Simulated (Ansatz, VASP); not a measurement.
One calculation of Fe, two programs

File INCAR:

```
SYSTEM = Fe
PREC     = Accurate       ! precision mode
ENCUT    = 520            ! plane-wave cutoff, eV
EDIFF    = 1E-6           ! SCF threshold, eV
ISMEAR   = 0              ! smearing method
SIGMA    = 0.15           ! smearing width, eV
LREAL    = .False.        ! projectors in reciprocal space
LASPH    = .True.         ! aspherical terms in the spheres
NELM     = 100            ! most SCF steps
ALGO     = Normal         ! electronic algorithm
ISIF     = 2              ! what is computed and relaxed
LWAVE    = .False.        ! write WAVECAR
LCHARG   = .False.        ! write CHGCAR
GGA      = PS             ! functional
NBANDS   = 15             ! bands
```

Contents of KPOINTS:

```
Automatic mesh
0
Gamma
  33 33 18
  0 0 0
```

Contents of POSCAR:

```
Fe
1.0
    2.4976408179      0.0000000000      0.0000000000
   -1.2488204090      2.1630203979      0.0000000000
    0.0000000000      0.0000000000      3.6332051408
Fe
2
Direct
    0.3333333333      0.6666666667      0.2500000000
    0.6666666667      0.3333333333      0.7500000000
```

Input for Ansatz:

```yaml
crystal:
  lattice:
    - [2.4976408179, 0.0, 0.0]
    - [-1.248820409, 2.1630203979, 0.0]
    - [0.0, 0.0, 3.6332051408]
  atoms:
    - { symbol: Fe, position: [0.3333333333, 0.6666666667, 0.25] }
    - { symbol: Fe, position: [0.6666666667, 0.3333333333, 0.75] }
basis:
  ecutwfc: 420
kpoints:
  mp_grid: { grid: [33, 33, 18] }
hamiltonian:
  xc: pbesol
scf:
  occupations: { method: gaussian, width: 0.15 }
output:
  forces: true
  stress: true
  eigenvalues: true
```

Alike in both runs: task single point; functional PBEsol; k mesh 33 × 33 × 18; occupations gaussian, width 0.15 eV; no spin polarisation.

|  | VASP | Ansatz |
| --- | --- | --- |
| version | VASP 6.6.1 | Ansatz 0.2.0 |
| potentials or method | VASP PAW PBE potentials, release 64 (Fe) | scalar-relativistic, plane waves, PAW |
| plane-wave cutoff (eV) | 520 | 420 |
| valence electrons in the cell | 16 | 32 |

```tsv
	VASP	Ansatz	Ansatz less VASP
gap on the k mesh at the Fermi level (eV)	none	none	-
pressure (GPa)	2.5	3.0	+0.54
largest component of the traceless stress (GPa)	24.85	25.74	+0.889
```

A gap of «none» marks a metal or a gap that the smearing closes. The two sets of potentials don't hold the same shells in valence.

Caveats: the PAW data sets were made with another functional, which shifts forces and pressure a little (VASP); the run has no spin polarisation, though such a crystal can be magnetic. Spin polarisation is off, so any magnetic state and its effect on volume and gap are missing.
